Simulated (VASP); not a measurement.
# Sc (P6_3/mmc) in VASP: settings compared, part 2 of 2

VASP 6.6.1. Earlier steps stand in the parts before.

### Step 3. Electric field gradients, revPBE+dDsC+U (atoms moved at random, drawn with an rms of 0.15 Å)

INCAR reads:

```
ALGO = Normal
EDIFF = 1E-8
ENCUT = 500
GGA = RE
ISIF = 2
ISMEAR = 0
IVDW = 4
LASPH = True
LCHARG = False
LDAU = True
LDAUJ = 0
LDAUL = 2
LDAUPRINT = 1
LDAUTYPE = 2
LDAUU = 4.5
LEFG = True
LMAXMIX = 4
LREAL = False
LWAVE = False
NELM = 100
PREC = Accurate
SIGMA = 0.05
```

KPOINTS reads:

```
k-points
0
Gamma
  9 9 5
```

POSCAR reads:

```
Sc
1.0
    3.3090000000      0.0000000000      0.0000000000
   -1.6545000000      2.8656780611      0.0000000000
    0.0000000000      0.0000000000      5.2733000000
Sc
2
Direct
    0.6875460000      0.3481910000      0.7467380000
    0.3583440000      0.6558130000      0.2460500000
```

Potentials or basis: VASP PAW PBE potentials, release 64 (Sc_sv).

Started as:

```sh
> cat potpaw_PBE.64/Sc_sv/POTCAR > POTCAR
> mpirun -np 1 vasp_std > vasp.out
```

OUTCAR:

```text
EDIFF = 1E-8
   ENCUT = 500
   GGA = RE
   ISIF = 2
   ISMEAR = 0
   IVDW = 4
   LASPH = True
   LREAL = False
   NELM = 100
   PREC = Accurate
  IVDW =   4

 ion  position               nearest neighbor table
   1  0.688  0.348  0.747-   2 3.20   2 3.21   2 3.26   2 3.27   2 3.30   2 3.30
   2  0.358  0.656  0.246-   1 3.20   1 3.21   1 3.26   1 3.27   1 3.30   1 3.30

  LATTYP: Found a hexagonal cell.
 ALAT       =     3.3090000000
 C/A-ratio  =     1.5936234512

  Lattice vectors:

 A1 = (   3.3090000000,   0.0000000000,   0.0000000000)
 A2 = (  -1.6545000000,   2.8656780611,   0.0000000000)
 A3 = (   0.0000000000,   0.0000000000,   5.2733000000)

Analysis of symmetry for initial positions (statically):
=====================================================================
 Subroutine PRICEL returns:
 Original cell was already a primitive cell.

 Routine SETGRP: Setting up the symmetry group for a
 hexagonal supercell.

[... 1036 lines left out ...]
      direct lattice vectors                 reciprocal lattice vectors
     3.309000000  0.000000000  0.000000000     0.302206105  0.174478776  0.000000000
    -1.654500000  2.865678061  0.000000000     0.000000000  0.348957552  0.000000000
     0.000000000  0.000000000  5.273300000     0.000000000  0.000000000  0.189634574

 POSITION                                       TOTAL-FORCE (eV/Angst)
 -----------------------------------------------------------------------------------
      1.69901      0.99780      3.93777         0.117021     -0.141449     -0.032268
      0.10072      1.87935      1.29750        -0.117021      0.141449      0.032268
 -----------------------------------------------------------------------------------
    total drift:                                0.000006     -0.000000      0.000042

  FREE ENERGIE OF THE ION-ELECTRON SYSTEM (eV)
  ---------------------------------------------------
  free  energy   TOTEN  =        -9.1434286943 eV

  energy  without entropy=       -9.1388481997  energy(sigma->0) =       -9.14113845

 Electric field gradients (V/A^2)
---------------------------------------------------------------------
 ion       V_xx      V_yy      V_zz      V_xy      V_xz      V_yz
---------------------------------------------------------------------
   1      -4.289    -3.476     7.766    -0.033    -0.030     0.031
   2      -4.289    -3.477     7.766    -0.033    -0.030     0.031
---------------------------------------------------------------------

 Electric field gradients after diagonalization (V/A^2)
 (convention: |V_zz| > |V_xx| > |V_yy|)
----------------------------------------------------------------------
 ion       V_xx      V_yy      V_zz     asymmetry (V_yy - V_xx)/ V_zz
----------------------------------------------------------------------
   1      -4.290    -3.475     7.766       0.105
   2      -4.291    -3.475     7.766       0.105
----------------------------------------------------------------------

           NMR quadrupolar parameters

 Cq : quadrupolar parameter    Cq=e*Q*V_zz/h
 eta: asymmetry parameters     (V_yy - V_xx)/ V_zz
 Q  : nuclear electric quadrupole moment in mb (millibarn)
----------------------------------------------------------------------
 ion       Cq(MHz)       eta       Q (mb)
----------------------------------------------------------------------
   1       0.019       0.105       1.000
   2       0.019       0.105       1.000
----------------------------------------------------------------------
```

OSZICAR:

```text
N       E                     dE             d eps       ncg     rms          rms(c)
DAV:   1     0.396207227345E+03    0.39621E+03   -0.10862E+04  6098   0.150E+03
DAV:   2     0.131707215494E+02   -0.38304E+03   -0.37587E+03  9095   0.707E+02
DAV:   3    -0.996875583556E+01   -0.23139E+02   -0.22493E+02 10265   0.194E+02
DAV:   4    -0.103155450233E+02   -0.34679E+00   -0.34305E+00  9550   0.222E+01
DAV:   5    -0.103203095848E+02   -0.47646E-02   -0.47600E-02 10094   0.282E+00    0.688E+00
DAV:   6    -0.878021368809E+01    0.15401E+01   -0.29999E+00  7609   0.250E+01    0.274E+00
DAV:   7    -0.849628198452E+01    0.28393E+00   -0.13770E+00  7728   0.157E+01    0.125E+00
DAV:   8    -0.848543523450E+01    0.10847E-01   -0.58905E-02  8595   0.334E+00    0.273E-01
DAV:   9    -0.848223490842E+01    0.32003E-02   -0.14951E-02  8212   0.169E+00    0.296E-02
DAV:  10    -0.848229819313E+01   -0.63285E-04   -0.40268E-04 10432   0.320E-01    0.164E-02
DAV:  11    -0.848228861297E+01    0.95802E-05   -0.28607E-05  8815   0.674E-02    0.727E-03
DAV:  12    -0.848229695811E+01   -0.83451E-05   -0.22889E-06 10058   0.206E-02    0.125E-03
DAV:  13    -0.848229684704E+01    0.11107E-06   -0.15207E-07  9381   0.486E-03    0.263E-04
DAV:  14    -0.848229707389E+01   -0.22685E-06   -0.40665E-09  5446   0.120E-03    0.919E-05
DAV:  15    -0.848229713015E+01   -0.56252E-07   -0.16726E-09  4928   0.913E-04    0.520E-05
DAV:  16    -0.848229716794E+01   -0.37795E-07   -0.10384E-09  4620   0.772E-04    0.213E-05
DAV:  17    -0.848229716658E+01    0.13574E-08   -0.46969E-10  4137   0.582E-04
   1 F= -.91434287E+01 E0= -.91411384E+01  d E =-.458049E-02
```

stdout:

```text
POSCAR found type information on POSCAR Sc
 POSCAR found :  1 types and       2 ions
 scaLAPACK will be used
 -----------------------------------------------------------------------------
[... 35 lines left out ...]
     0.0000569    -0.0582006    -0.0000072     0.3211274     0.0004602     0.0615192
     0.0000784    -0.0582006    -0.0000072     0.3211274     0.0004602     0.0615192
     0.0001079    -0.0582006    -0.0000072     0.3211274     0.0004602     0.0615192

     0.0000413    -0.0096162    -0.0282255    -6.0403141     0.0274418     0.4262129
     0.0000569    -0.0096187    -0.0282254    -6.0402816     0.0274417     0.4262140
     0.0000784    -0.0096229    -0.0282252    -6.0402280     0.0274415     0.4262159
     0.0001079    -0.0096299    -0.0282248    -6.0401401     0.0274412     0.4262193
```

It took 89 s on 1 thread of Intel Xeon Platinum 8559C (Emerald Rapids), shared host; peak memory 0.25 GiB.

Results:

| Item | Value |
| --- | --- |
| Free energy | -9.1434 eV |
| Pressure | 6.1 GPa |
| Largest force | 0.186 eV/Å |
| Band gap on the k mesh | none (metal or under the smearing width) |
| Dispersion energy per atom | -0.331 eV |

Forces in eV/Å, atoms in the order of the input:
```
Sc   0.117 -0.141 -0.032
Sc  -0.117  0.141  0.032
```

Electric field gradients, principal values (V/Å²):
| atom | Vxx | Vyy | Vzz |
| --- | --- | --- | --- |
| 1 Sc | -3.475 | -4.290 | 7.766 |
| 2 Sc | -3.475 | -4.291 | 7.766 |

Eigenvalues of the final occupation matrices:
```csv
site,spin,trace,eigenvalues
site 1 d,1,0.36,0.07 0.07 0.07 0.07 0.08
site 1 d,2,0.36,0.07 0.07 0.07 0.07 0.08
site 2 d,1,0.36,0.07 0.07 0.07 0.07 0.08
site 2 d,2,0.36,0.07 0.07 0.07 0.07 0.08
```

Caveat: the PAW data sets were made with another functional, which shifts forces and pressure a little; U without spin polarisation on a metal has little footing; pairwise dispersion overbinds metals, which lowers pressure and volume; the U is typed as a test and isn't derived for this compound.

### Step 4. Density of states, PBE+D4+U

run.py reads:

```python
from ase import Atoms
from ase.calculators.vasp import Vasp
from ase.dft.dos import DOS

atoms = Atoms(
    ['Sc', 'Sc'],
    cell=[[3.309, 0.0, 0.0], [-1.6545, 2.8656780611, 0.0], [0.0, 0.0, 5.2733]],
    scaled_positions=[[0.6666666667, 0.3333333333, 0.75], [0.3333333333, 0.6666666667, 0.25]],
    pbc=True,
)
calc = Vasp(
    directory='calc',
    xc='pbe',
    pp='PBE',
    setups='materialsproject',
    prec='Accurate',
    encut=520,
    ediff=1e-06,
    ismear=0,
    sigma=0.05,
    lreal=False,
    lasph=True,
    nelm=100,
    algo='Normal',
    isif=2,
    lwave=False,
    lcharg=False,
    lmaxmix=4,
    ldautype=1,
    ldauprint=1,
    ivdw=13,
    lorbit=11,
    ldau_luj={'Sc': {'L': 2, 'U': 6.2, 'J': 1.0}},
    kpts=[9, 9, 5],
    gamma=True,
)
atoms.calc = calc

print('energy (eV):', atoms.get_potential_energy())
print('free energy (eV):', atoms.get_potential_energy(force_consistent=True))
print('forces (eV/A):')
print(atoms.get_forces())
print('stress (eV/A^3, Voigt):', atoms.get_stress())
print('Fermi level (eV):', calc.get_fermi_level())
dos = DOS(calc, width=0.2, window=(-10, 10), npts=301)
print('E - E_F (eV), DOS (1/eV)')
for e, g in zip(dos.get_energies(), dos.get_dos()):
    print(f'{e:8.3f} {g:10.4f}')
```

Started as:

```sh
> python run.py
```

It took 31 s on 1 thread of Intel Xeon Platinum 8559C (Emerald Rapids), shared host; peak memory 0.17 GiB.

It converged, with:

* Free energy: -9.0300 eV
* Pressure: 6.5 GPa
* Band gap on the k mesh: none (metal or under the smearing width)
* Valence electrons inside the program's atomic spheres: Sc 9.16
* Dispersion energy per atom: -0.263 eV

Stress tensor (GPa, compression positive):
```
6.74 0.00 0.00
0.00 6.74 0.00
0.00 0.00 5.99
```

Levels at points of the mesh, in eV from the Fermi level:
| k point | band 8 | band 9 | band 10 | band 11 | band 12 | band 13 | band 14 | band 15 |
| --- | --- | --- | --- | --- | --- | --- | --- | --- |
| (0.00, 0.00, 0.00) | -29.40 | -5.85 | -1.78 | -0.34 | 2.16 | 2.16 | 2.29 | 2.61 |

States per cell in windows of 1 eV (zero at the Fermi level; states under -8 eV left out):
| from (eV) | total | Sc1_d | Sc2_d | Sc1_p | Sc2_p | Sc1_s | Sc2_s |
| --- | --- | --- | --- | --- | --- | --- | --- |
| -8.0 | 0.00 | 0.00 | 0.00 | 0.00 | 0.00 | 0.00 | 0.00 |
| -7.0 | 0.00 | 0.00 | 0.00 | 0.00 | 0.00 | 0.00 | 0.00 |
| -6.0 | 0.11 | 0.00 | 0.00 | 0.00 | 0.00 | 0.02 | 0.02 |
| -5.0 | 0.32 | 0.00 | 0.00 | 0.01 | 0.01 | 0.04 | 0.04 |
| -4.0 | 0.51 | 0.01 | 0.01 | 0.02 | 0.02 | 0.06 | 0.06 |
| -3.0 | 0.88 | 0.04 | 0.04 | 0.04 | 0.04 | 0.08 | 0.08 |
| -2.0 | 1.26 | 0.12 | 0.12 | 0.05 | 0.05 | 0.08 | 0.08 |
| -1.0 | 2.20 | 0.37 | 0.37 | 0.10 | 0.10 | 0.03 | 0.03 |
| 0.0 | 2.39 | 0.53 | 0.53 | 0.09 | 0.09 | 0.01 | 0.01 |
| 1.0 | 3.96 | 1.18 | 1.18 | 0.08 | 0.08 | 0.01 | 0.01 |
| 2.0 | 2.37 | 0.85 | 0.85 | 0.02 | 0.02 | 0.01 | 0.01 |
| 3.0 | 0.00 | 0.00 | 0.00 | 0.00 | 0.00 | 0.00 | 0.00 |
| 4.0 | 0.00 | 0.00 | 0.00 | 0.00 | 0.00 | 0.00 | 0.00 |

Eigenvalues of the final occupation matrices:
```csv
site,spin,trace,eigenvalues
site 1 d,1,0.34,0.07 0.07 0.07 0.07 0.07
site 1 d,2,0.34,0.07 0.07 0.07 0.07 0.07
site 2 d,1,0.34,0.07 0.07 0.07 0.07 0.07
site 2 d,2,0.34,0.07 0.07 0.07 0.07 0.07
```

Caveat: U without spin polarisation on a metal has little footing; pairwise dispersion overbinds metals, which lowers pressure and volume; the U is typed as a test and isn't derived for this compound.

### Step 5. Equation of state, LDA

run.py reads:

```python
from ase import Atoms
from ase.calculators.vasp import Vasp
from ase.eos import EquationOfState
from ase.io import Trajectory
from ase.units import GPa

atoms = Atoms(
    ['Sc', 'Sc'],
    cell=[[3.309, 0.0, 0.0], [-1.6545, 2.8656780611, 0.0], [0.0, 0.0, 5.2733]],
    scaled_positions=[[0.6666666667, 0.3333333333, 0.75], [0.3333333333, 0.6666666667, 0.25]],
    pbc=True,
)
calc = Vasp(
    directory='calc',
    xc='lda',
    pp='LDA',
    setups='recommended',
    prec='Accurate',
    encut=520,
    ediff=1e-06,
    ismear=0,
    sigma=0.05,
    lreal=False,
    lasph=True,
    nelm=60,
    algo='Fast',
    isif=2,
    lwave=False,
    lcharg=False,
    kpts=[9, 9, 5],
    gamma=True,
)
atoms.calc = calc
cell = atoms.cell.copy()
volumes, energies = [], []
traj = Trajectory('eos.traj', 'w')
for x in [0.94, 0.96, 0.98, 1.0, 1.02, 1.04, 1.06]:
    atoms.set_cell(cell * x ** (1 / 3), scale_atoms=True)
    volumes.append(atoms.get_volume())
    energies.append(atoms.get_potential_energy())
    traj.write(atoms)
    print(f'{x:5.2f} {volumes[-1]:12.5f} {energies[-1]:14.6f}')

v0, e0, B = EquationOfState(volumes, energies, eos='birchmurnaghan').fit()
print(f'V0 = {v0:.4f} A^3, E0 = {e0:.6f} eV, B = {B / GPa:.2f} GPa')
```

Potentials or basis: VASP PAW LDA potentials, release 64 (Sc_sv).

Started as:

```sh
> python run.py
```

It took 4 min on 1 thread of Intel Xeon Platinum 8559C (Emerald Rapids), shared host; peak memory 0.15 GiB.

Results (log left out):

* Equilibrium volume: 22.58 Å³/atom (rough: see the caveat)
* Bulk modulus at fixed shape and positions: 61 GPa (rough)

Energy against volume, from the lowest point:
| volume (Å³/atom) | energy (meV/atom) |
| --- | --- |
| 23.502 | 0.00 |
| 24.002 | 8.87 |
| 24.502 | 20.95 |
| 25.002 | 35.98 |
| 25.502 | 53.66 |
| 26.002 | 73.78 |
| 26.502 | 96.10 |

Caveat: the minimum lies outside the volumes run; the cell was scaled at fixed shape and fractional positions, which overstates the stiffness of a crystal with free parameters, most of all of layers and chains.

### Step 6. Summary

```tsv
task	level	potentials or basis	U	cell	cutoff (eV)	smearing	further INCAR settings	LDAUTYPE	hund's J	gap on the mesh (eV)	pressure (GPa)
density of states	TB-mBJ	VASP PAW PBE potentials, release 54 (Sc_sv)	-	volume scaled by 0.96	520	tetrahedron	ALGO = Normal; EDIFF = 1e-06	-	-	none	-
electric field gradients	revPBE+dDsC+U	VASP PAW PBE potentials, release 64 (Sc_sv)	Sc d U = 4.5 eV	atoms moved at random, drawn with an rms of 0.15 Å	500	gaussian 0.05 eV	ALGO = Normal; EDIFF = 1e-08	-	-	none	6.1
density of states	PBE+D4+U	VASP PAW PBE potentials, release 64 (Sc_sv)	Sc d U = 6.2 eV, J = 1.0 eV	as given	520	gaussian 0.05 eV	ALGO = Normal; EDIFF = 1.00e-06	1	1	none	6.5
equation of state	LDA	VASP PAW LDA potentials, release 64 (Sc_sv)	-	as given	520	gaussian 0.05 eV	ALGO = Fast; EDIFF = 1.00e-06	-	-	-	-
```

Alike in all rows: no spin polarisation; k mesh 9 × 9 × 5.

Caveats: the PAW data sets were made with another functional, which shifts forces and pressure a little (some runs); U without spin polarisation on a metal has little footing (some runs); pairwise dispersion overbinds metals, which lowers pressure and volume (some runs); the U is typed as a test and isn't derived for this compound (some runs); the minimum lies outside the volumes run (some runs); the cell was scaled at fixed shape and fractional positions, which overstates the stiffness of a crystal with free parameters, most of all of layers and chains (some runs).

Total energies depend on the potentials used, so only differences within one code and one set of settings carry meaning.
